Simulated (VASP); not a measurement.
# Na: A learned difference between two levels of theory, by structures for the difference

Na, Im-3m (no. 229), 16 atoms in the cell. PBE, delta-learned machine-learned force field; PAW potentials Na (PBE set).

| Structures for the difference | Force error with the learned difference (meV/Å) | Force error of the base level alone (meV/Å) | Time for a frame with the difference (s) | Time for a frame at the target level (s) | Time (s) |
|---|---|---|---|---|---|
| 8 | 5.1 | 15.4 | 3.5 | 14.9 | 334 |
| 30 | 5.0 | 15.4 | 3.5 | 14.4 | 658 |

## Input of the first row

INCAR.step1:
```
PREC = Normal ; ENCUT = 200
EDIFF = 1E-6 ; ISMEAR = 1
SIGMA = 0.25 ; ALGO = Normal
LREAL = Auto ; LASPH = True
NELM = 80 ; NELMIN = 4
LWAVE = False ; LCHARG = False
GGA = PE ; KPAR = 4
IBRION = 11 ; ISIF = 2
NSW = 8 ; ISYM = 0
```

INCAR.step2, as INCAR.step1 but for:
```
- GGA = PE
+ METAGGA = R2SCAN
+ LMIXTAU = True
```

INCAR.step3:
```
ML_LMLFF = True ; ML_MODE = select
ML_ICRITERIA = 0 ; ML_CTIFOR = 0.002
LWAVE = False ; LCHARG = False
```

INCAR.step4:
```
ML_LMLFF = True ; ML_MODE = refit
LWAVE = False ; LCHARG = False
```

INCAR.step7:
```
PREC = Normal ; ENCUT = 200
EDIFF = 1E-6 ; ISMEAR = 1
SIGMA = 0.25 ; ALGO = Normal
LREAL = Auto ; LASPH = True
NELM = 80 ; NELMIN = 4
LWAVE = False ; LCHARG = False
GGA = PE ; KPAR = 4
IBRION = 11 ; ISIF = 2
NSW = 8 ; ISYM = 0
ML_LMLFF = True ; ML_MODE = delta
ML_OUTPUT_MODE = 1
```

KPOINTS.step1:
```
k-points
0
Gamma
  3 3 3
```

KPOINTS.step3:
```
k-points
0
Gamma
  1 1 1
```

POSCAR.fr.step1:
```
  0.989167449869    0.019636545520    0.971155245367
  0.484563320112    0.969043936978    0.989057768125
  0.967947380333    0.491677994651    0.991231226865
  0.978831133512    0.997153919346    0.437547451355
  0.234509258073    0.252119035857    0.203930569345
  0.507216497841    0.514811125264    0.966478178617
  0.463593133066    0.989766024827    0.491527026408
  0.694060735260    0.217591797956    0.227285987163
  0.945113991784    0.476372874148    0.448037932210
  0.266214952239    0.690630512413    0.253887070014
  0.254382741490    0.278872607617    0.740745872373
  0.507112290532    0.492997002298    0.479148935938
  0.737970245794    0.751908789630    0.227364965399
  0.746885698015    0.229677784178    0.732984871619
  0.210682732823    0.716006677665    0.715868131548
  0.724177619466    0.772212269616    0.724548141927

  0.004101893647    0.949207993371    0.039138069958
  0.508887108866    0.989651842776    0.034032843664
  0.998221683478    0.470465045927    0.049645952650
  0.024266797283    0.940231755481    0.544870208618
  0.240169327201    0.223070879738    0.290568848973
  0.541661471646    0.461086336447    0.042254659628
  0.534031647002    0.985300567449    0.491742975847
  0.788634824260    0.196683916002    0.289684587571
  0.963327653704    0.483844175641    0.535068868433
  0.273485047669    0.691130647666    0.228543908693
  0.243996250379    0.168837017771    0.794324232685
  0.515010607149    0.509855447318    0.498842303789
  0.753257686903    0.754066719871    0.272965221398
  0.734344001762    0.240505483593    0.781612056393
  0.274138313622    0.689481960493    0.763954179965
  0.750549204756    0.767043658629    0.787550523126

  0.031960635691    0.967173764000    0.050230553710
  0.470075760468    0.998818813546    0.032640681449
  0.979497458451    0.448576317525    0.070420493372
  0.013217023293    0.919882012005    0.553718196747
  0.261182391132    0.175527687551    0.279702360686
  0.527541414865    0.437928135402    0.055291960344
  0.452030505090    0.977856445509    0.623029363962
  0.781716509097    0.196723340271    0.321601794117
  0.993632596316    0.511901200945    0.519196619399
  0.249528238828    0.734719929947    0.262689882057
  0.220434344791    0.286836049256    0.788011941996
  0.509223336727    0.516058596104    0.510390152433
  0.744970566919    0.710208614904    0.297279034229
  0.760152963693    0.193347310013    0.718937969773
  0.253999403738    0.681773611026    0.760331715882
  0.768089193904    0.696810925560    0.792019599139

  0.914255257621    0.961197009183    0.007739472218
  0.476330841273    0.935907770923    0.978079277728
  0.967707029243    0.420388888149    0.034818327026
  0.923482276039    0.932030215519    0.528135185894
  0.177212714922    0.146094218401    0.314731646129
  0.441242998713    0.424497740301    0.071822257831
  0.467635650329    0.934555567824    0.510520525120
  0.724652591101    0.215339201709    0.364002741072
  0.961268226842    0.465090652159    0.518988350185
  0.219660389034    0.709927684483    0.287415784065
  0.184387739023    0.161707989560    0.754885086345
  0.426078516157    0.432292282653    0.529474846029
  0.683533176737    0.674643247620    0.266946767181
  0.703547508340    0.218896315766    0.791063358755
  0.180440609814    0.693337283839    0.756458038614
  0.700810274526    0.696241311950    0.729363838254

  0.944774957556    0.888378691064    0.039533820121
  0.419179025387    0.863896923498    0.997331446915
  0.884981454528    0.371196161963    0.052665790503
  0.969217619844    0.936528388492    0.529413557054
  0.174470951370    0.207749489595    0.291433999594
  0.482064453790    0.349338546850    0.022807622058
  0.419108831885    0.878875128534    0.578045247219
  0.600201319105    0.083619682273    0.279571762579
  0.891608148623    0.357800322317    0.555988128297
  0.196625072589    0.646285973280    0.278746014830
  0.142113391188    0.174006609880    0.788304962287
  0.437334300231    0.414088084868    0.595886329955
  0.638355261548    0.600450390723    0.312956137464
  0.682302649600    0.100551283200    0.801418526312
  0.156265404615    0.607258539167    0.828005816156
  0.666654472112    0.649841139244    0.820542621548

  0.909679032909    0.883969362258    0.091652998840
  0.391568742381    0.922357272704    0.081582816539
  0.942187294002    0.431303522752    0.055932569345
  0.950969223509    0.884492076463    0.557180688375
  0.171935090465    0.137319498228    0.291615985845
  0.422425886462    0.398002447558    0.043609120704
  0.409695696405    0.890476362070    0.576316085802
  0.690111907330    0.115822488003    0.333599400159
  0.955468133181    0.426930084274    0.549318091688
  0.170743129229    0.627610924753    0.302962534431
  0.180082207067    0.170786480051    0.829948975692
  0.400647139661    0.412735325606    0.557010392455
  0.663316654375    0.665779575630    0.323170234780
  0.645392345156    0.111996167813    0.883284638010
  0.198019495787    0.615510390331    0.859222282248
  0.685843704374    0.659674325370    0.814937162273

  0.940380743083    0.867240403145    0.216290710266
  0.468239739438    0.933168375871    0.137861658974
  0.938865970648    0.412761559751    0.088528557104
  0.005559549110    0.935035690564    0.622986979546
  0.182135281761    0.182639445536    0.335243100414
  0.448890885848    0.431208672971    0.083926623841
  0.476481317358    0.898436500377    0.567271324726
  0.705383011729    0.207089843568    0.447167696749
  0.993598084944    0.457441217489    0.621658733067
  0.221856443554    0.590534664762    0.386472084208
  0.233088654198    0.167726944863    0.855638687887
  0.449386426876    0.377099718992    0.628272867675
  0.697136740971    0.602520333568    0.358668036522
  0.705548448604    0.202547178024    0.857713148214
  0.216297694475    0.692410740904    0.839431086518
  0.716699788030    0.685904033362    0.883065238719
```

POSCAR.fr.step2:
```
  0.989167449869    0.019636545520    0.971155245367
  0.484563320112    0.969043936978    0.989057768125
  0.967947380333    0.491677994651    0.991231226865
  0.978831133512    0.997153919346    0.437547451355
  0.234509258073    0.252119035857    0.203930569345
  0.507216497841    0.514811125264    0.966478178617
  0.463593133066    0.989766024827    0.491527026408
  0.694060735260    0.217591797956    0.227285987163
  0.945113991784    0.476372874148    0.448037932210
  0.266214952239    0.690630512413    0.253887070014
  0.254382741490    0.278872607617    0.740745872373
  0.507112290532    0.492997002298    0.479148935938
  0.737970245794    0.751908789630    0.227364965399
  0.746885698015    0.229677784178    0.732984871619
  0.210682732823    0.716006677665    0.715868131548
  0.724177619466    0.772212269616    0.724548141927

  0.004101893647    0.949207993371    0.039138069958
  0.508887108866    0.989651842776    0.034032843664
  0.998221683478    0.470465045927    0.049645952650
  0.024266797283    0.940231755481    0.544870208618
  0.240169327201    0.223070879738    0.290568848973
  0.541661471646    0.461086336447    0.042254659628
  0.534031647002    0.985300567449    0.491742975847
  0.788634824260    0.196683916002    0.289684587571
  0.963327653704    0.483844175641    0.535068868433
  0.273485047669    0.691130647666    0.228543908693
  0.243996250379    0.168837017771    0.794324232685
  0.515010607149    0.509855447318    0.498842303789
  0.753257686903    0.754066719871    0.272965221398
  0.734344001762    0.240505483593    0.781612056393
  0.274138313622    0.689481960493    0.763954179965
  0.750549204756    0.767043658629    0.787550523126

  0.031960635691    0.967173764000    0.050230553710
  0.470075760468    0.998818813546    0.032640681449
  0.979497458451    0.448576317525    0.070420493372
  0.013217023293    0.919882012005    0.553718196747
  0.261182391132    0.175527687551    0.279702360686
  0.527541414865    0.437928135402    0.055291960344
  0.452030505090    0.977856445509    0.623029363962
  0.781716509097    0.196723340271    0.321601794117
  0.993632596316    0.511901200945    0.519196619399
  0.249528238828    0.734719929947    0.262689882057
  0.220434344791    0.286836049256    0.788011941996
  0.509223336727    0.516058596104    0.510390152433
  0.744970566919    0.710208614904    0.297279034229
  0.760152963693    0.193347310013    0.718937969773
  0.253999403738    0.681773611026    0.760331715882
  0.768089193904    0.696810925560    0.792019599139

  0.914255257621    0.961197009183    0.007739472218
  0.476330841273    0.935907770923    0.978079277728
  0.967707029243    0.420388888149    0.034818327026
  0.923482276039    0.932030215519    0.528135185894
  0.177212714922    0.146094218401    0.314731646129
  0.441242998713    0.424497740301    0.071822257831
  0.467635650329    0.934555567824    0.510520525120
  0.724652591101    0.215339201709    0.364002741072
  0.961268226842    0.465090652159    0.518988350185
  0.219660389034    0.709927684483    0.287415784065
  0.184387739023    0.161707989560    0.754885086345
  0.426078516157    0.432292282653    0.529474846029
  0.683533176737    0.674643247620    0.266946767181
  0.703547508340    0.218896315766    0.791063358755
  0.180440609814    0.693337283839    0.756458038614
  0.700810274526    0.696241311950    0.729363838254

  0.944774957556    0.888378691064    0.039533820121
  0.419179025387    0.863896923498    0.997331446915
  0.884981454528    0.371196161963    0.052665790503
  0.969217619844    0.936528388492    0.529413557054
  0.174470951370    0.207749489595    0.291433999594
  0.482064453790    0.349338546850    0.022807622058
  0.419108831885    0.878875128534    0.578045247219
  0.600201319105    0.083619682273    0.279571762579
  0.891608148623    0.357800322317    0.555988128297
  0.196625072589    0.646285973280    0.278746014830
  0.142113391188    0.174006609880    0.788304962287
  0.437334300231    0.414088084868    0.595886329955
  0.638355261548    0.600450390723    0.312956137464
  0.682302649600    0.100551283200    0.801418526312
  0.156265404615    0.607258539167    0.828005816156
  0.666654472112    0.649841139244    0.820542621548

  0.909679032909    0.883969362258    0.091652998840
  0.391568742381    0.922357272704    0.081582816539
  0.942187294002    0.431303522752    0.055932569345
  0.950969223509    0.884492076463    0.557180688375
  0.171935090465    0.137319498228    0.291615985845
  0.422425886462    0.398002447558    0.043609120704
  0.409695696405    0.890476362070    0.576316085802
  0.690111907330    0.115822488003    0.333599400159
  0.955468133181    0.426930084274    0.549318091688
  0.170743129229    0.627610924753    0.302962534431
  0.180082207067    0.170786480051    0.829948975692
  0.400647139661    0.412735325606    0.557010392455
  0.663316654375    0.665779575630    0.323170234780
  0.645392345156    0.111996167813    0.883284638010
  0.198019495787    0.615510390331    0.859222282248
  0.685843704374    0.659674325370    0.814937162273

  0.940380743083    0.867240403145    0.216290710266
  0.468239739438    0.933168375871    0.137861658974
  0.938865970648    0.412761559751    0.088528557104
  0.005559549110    0.935035690564    0.622986979546
  0.182135281761    0.182639445536    0.335243100414
  0.448890885848    0.431208672971    0.083926623841
  0.476481317358    0.898436500377    0.567271324726
  0.705383011729    0.207089843568    0.447167696749
  0.993598084944    0.457441217489    0.621658733067
  0.221856443554    0.590534664762    0.386472084208
  0.233088654198    0.167726944863    0.855638687887
  0.449386426876    0.377099718992    0.628272867675
  0.697136740971    0.602520333568    0.358668036522
  0.705548448604    0.202547178024    0.857713148214
  0.216297694475    0.692410740904    0.839431086518
  0.716699788030    0.685904033362    0.883065238719
```

6 further input files aren't shown.

Commands (each step's output is kept before the next begins):
```
cat potpaw_PBE.64/Na/POTCAR > POTCAR
# POSCAR.fr: 7 further structures after the one in POSCAR, taken evenly from ML_AB
cp INCAR.step1 INCAR
cp KPOINTS.step1 KPOINTS
cp POSCAR.step1 POSCAR
mpirun -np 4 vasp_std < POSCAR.fr > vasp.out
# POSCAR.fr: 7 further structures after the one in POSCAR, taken evenly from ML_AB
cp INCAR.step2 INCAR
mpirun -np 4 vasp_std < POSCAR.fr > vasp.out
# ML_AB written from the two interactive runs: energies, forces and stresses of the target level less those of the base level
cp INCAR.step3 INCAR
cp KPOINTS.step3 KPOINTS
cp POSCAR.step3 POSCAR
mpirun -np 4 vasp_gam > vasp.out
cp ML_ABN ML_AB
cp INCAR.step4 INCAR
mpirun -np 4 vasp_gam > vasp.out
# POSCAR.test: 7 further structures after the one in POSCAR, taken evenly from XDATCAR of a force-field run
cp INCAR.step1 INCAR
cp KPOINTS.step1 KPOINTS
cp POSCAR.step5 POSCAR
mpirun -np 4 vasp_std < POSCAR.test > vasp.out
# POSCAR.test: 7 further structures after the one in POSCAR, taken evenly from XDATCAR of a force-field run
cp INCAR.step2 INCAR
mpirun -np 4 vasp_std < POSCAR.test > vasp.out
cp ML_FFN ML_FF
# POSCAR.test: 7 further structures after the one in POSCAR, taken evenly from XDATCAR of a force-field run
cp INCAR.step7 INCAR
mpirun -np 4 vasp_std < POSCAR.test > vasp.out
```

Changes of the last row against the first:
```
- NSW = 8
+ NSW = 30
```

VASP 6.6.1 took 334 s on 4 cores (Intel Xeon 6975P-C (Granite Rapids)), a shared host.
